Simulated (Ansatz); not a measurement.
Crystal: Br.

```
Br
1.0
     3.36325   -2.32255    0.00000
     3.36325    2.32255    0.00000
     0.00000    0.00000    8.70230
Br
4
Direct
  0.36510 0.63490 0.39010
  0.13490 0.86510 0.89010
  0.63490 0.36510 0.60990
  0.86510 0.13490 0.10990
```

Base run:

| Property | Result |
| --- | --- |
| Program | Ansatz 0.2.0 |
| Functional | PBE |
| Potentials or basis | all-electron LAPW, scalar-relativistic |
| Cutoff | 319 eV |
| Density cutoff | 1275 eV |
| Basis error allowed | 0.002 eV/atom |
| k mesh | 7 × 7 × 3 |
| Occupations | fermi-dirac, width 0.05 eV |
| Spin | no spin polarisation |

Its results: band gap on the k mesh 1.91 eV, indirect (least direct gap 1.93 eV); pressure 1.8 GPa; largest force 0.868 eV/Å.

After a change of settings the same cell gave: band gap on the k mesh 1.76 eV, indirect (least direct gap 1.78 eV); pressure -1.2 GPa; largest force 0.694 eV/Å. Which change was it?
A. functional from PBE to PBEsol; potentials or basis from all-electron LAPW, scalar-relativistic to all-electron PAW datasets made for the crystal
B. functional from PBE to LDA
C. functional from PBE to PBEsol; potentials or basis from all-electron LAPW, scalar-relativistic to all-electron LAPW, non-relativistic
D. functional from PBE to PBEsol

B.

LDA binds more tightly than PBE, so the same cell stands under less pressure.

Not every run made on this cell is shown here.
